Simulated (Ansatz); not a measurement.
Two Ansatz runs on Sb

Structure: COD 9009654, as refined from experiment and not relaxed. The listed cell was then made from it by scaling, straining or moving an atom.

First run: DFT, PBEsol, PAW with Ansatz's default frozen-core files, scalar-relativistic (Ansatz 0.2.0).

Command: `ansatz run input.yaml --threads 1 --pin off --max-ram 2048MiB --backend cpu --events-out ev --progress --plain --runs-dir out` The run took 2.6 s on 1 thread of AMD EPYC 9R45 96-Core Processor (Zen 5), on a shared host, peak memory 0.47 GiB.

```yaml
crystal:
  lattice:
    - [2.1789009502, 1.2579890502, 3.7932688079]
    - [-2.1789009502, 1.2579890502, 3.7932688079]
    - [0.0, -2.5159781002, 3.7932688079]
  atoms:
    - { symbol: Sb, position: [0.23364, 0.23364, 0.23364] }
    - { symbol: Sb, position: [0.76636, 0.76636, 0.76636] }
kpoints:
  mp_grid: { grid: [9, 9, 9] }
scf:
  occupations: { method: fermi_dirac, width: 0.05 }
hamiltonian:
  xc: pbesol
  pseudopotentials: { kind: paw }
output:
  forces: true
  stress: true
  eigenvalues: true
  efg: { contact_densities: true }
  write_density: true
  write_potential: true
  elf: true
  volumetric_format: npy
```

Result: converged; pressure -1.73 GPa; largest force 0.048 eV/Å; gap on the k mesh 0.14 eV (the mesh can miss the band edges); 6 SCF iterations.

No spin–orbit coupling, which matters for the heavy atoms here.

The input is then changed:

```diff
@@ -11,4 +11,5 @@
 scf:
   occupations: { method: fermi_dirac, width: 0.05 }
+  algorithm: direct_min
 hamiltonian:
   xc: pbesol
@@ -19,7 +20,5 @@
   eigenvalues: true
   efg: { contact_densities: true }
-  write_density: true
-  write_potential: true
-  elf: true
-  volumetric_format: npy
+basis:
+  ecutwfc: "250 eV"
```

Question: Predict the outcome of the changed run.

Answer: It converged; energy at zero smearing +1121.4 meV/atom from the first run; pressure -1.90 GPa; largest force 0.121 eV/Å; gap on the k mesh 0.15 eV (the mesh can miss the band edges); 6 SCF iterations. Some of these settings are too coarse for converged properties.
